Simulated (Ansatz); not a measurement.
Ga (simple hexagonal type), DFT, PBE, norm-conserving pseudopotentials, Ansatz's default files, scalar-relativistic (Ansatz 0.2.0), on 1 thread of AMD EPYC 9R45 96-Core Processor (Zen 5) (shared host).

Command: `ansatz run input.yaml --threads 1 --pin off --max-ram 2048MiB --backend cpu --events-out ev --progress --plain --runs-dir out`

```yaml
crystal:
  lattice:
    - [2.859164853, 0.0, 0.0]
    - [-1.4295824265, 2.4761093964, 0.0]
    - [0.0, 0.0, 2.7371710743]
  atoms:
    - { symbol: Ga, position: [0.0, 0.0, 0.0] }
kpoints:
  mp_grid: { grid: [17, 17, 15] }
scf:
  occupations: { method: fermi_dirac, width: 0.05 }
hamiltonian:
  xc: pbe
  pseudopotentials: { kind: nc }
output:
  forces: true
  stress: true
  eigenvalues: true
```

(1) How large is the problem that the program sets up?

(2) About how long does it take?

Results:

(1) 264 irreducible k-points, 1629 plane waves at Γ, 11 bands.

(2) 3.2 s of wall time for 6 SCF iterations. Times on shared machines scatter by tens of per cent.
